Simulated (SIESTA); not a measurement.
The system is AlN.

```
Al N
1.0
     0.00000    2.18399    2.18399
     2.18399    0.00000    2.18399
     2.18399    2.18399    0.00000
Al N
1 1
Direct
  0.00000 0.00000 0.00000
  0.25000 0.25000 0.25000
```

Measurements of this composition are mostly on another form, of space group No. 186.

Program: SIESTA 5.4.2. Alike in all runs: task band structure; no spin polarisation; cell as given; k mesh 10 × 10 × 10; smearing fermi-dirac 0.05 eV; grid cutoff 800 Ry; energy shift 0.002 Ry.

Order these runs on this cell by their band gap on the k mesh, lowest first.
A. level PBE; potentials or basis PseudoDojo 0.4 standard (PBE files), TZP (energy shift 0.002 Ry; radii capped at 9.5 bohr)
B. level PBEsol; potentials or basis PseudoDojo 0.4 standard (PBEsol files), DZP (energy shift 0.002 Ry; radii capped at 9.5 bohr)
C. level PBE; potentials or basis PseudoDojo 0.4 standard (PBE files), SZ (energy shift 0.002 Ry; radii capped at 9.5 bohr)

B (3.13 eV), A (3.29 eV), C (3.99 eV).

Caveats: the basis of atomic orbitals isn't converged, which shifts pressures, moduli and gaps; the basis has no polarisation orbitals (some runs).

